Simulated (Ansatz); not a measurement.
## TaN under changes of volume

One of the cells (10.776 Å³/atom); the others are scaled copies at fixed shape and fractional positions:

```
Ta N
1.0
     2.93800    0.00000    0.00000
    -1.46900    2.54438    0.00000
     0.00000    0.00000    2.88300
Ta N
1 1
Cartesian
  0.0000 0.0000 1.4415
  1.4690 0.8481 0.0000
```

```yaml
Program: Ansatz 0.2.0
Functional: LDA
Potentials_or_basis: Ansatz PAW
Cutoff: "420 eV (not typed: the program's choice for these potentials)"
k_mesh: 10 × 10 × 9
Occupations: fermi-dirac, width 0.05 eV
Spin: no spin polarisation
```

```tsv
volume (Å³/atom)	energy over the lowest point (meV/atom)	pressure (GPa)
10.129	10.16	12.0
10.345	0.00	3.3
10.560	1.01	-4.6
10.776	11.92	-11.6
10.991	?	?
11.207	59.63	-23.5
11.422	94.62	-28.5
```

Question: What does the run at 10.991 Å³/atom give?

Answer: Energy over the lowest point 31.79 meV/atom; pressure -17.8 GPa.

Worked out: A Birch-Murnaghan fit of order 3 (a polynomial in V^(-2/3)) to the other rows has its minimum at 10.43 Å³/atom with B0 = V·E''(V) = 381 GPa and B' = 4.2 at fixed shape and positions, which overstates the stiffness. It gives 31.72 meV/atom at 10.991 Å³/atom, against the run's 31.79, and -dE/dV = -17.8 GPa, against -17.8.

Energies are extrapolated to zero smearing.

Caveats: the PAW data sets come from PBE, with cores solved anew for the run's functional, which leaves a small shift of forces and pressure.
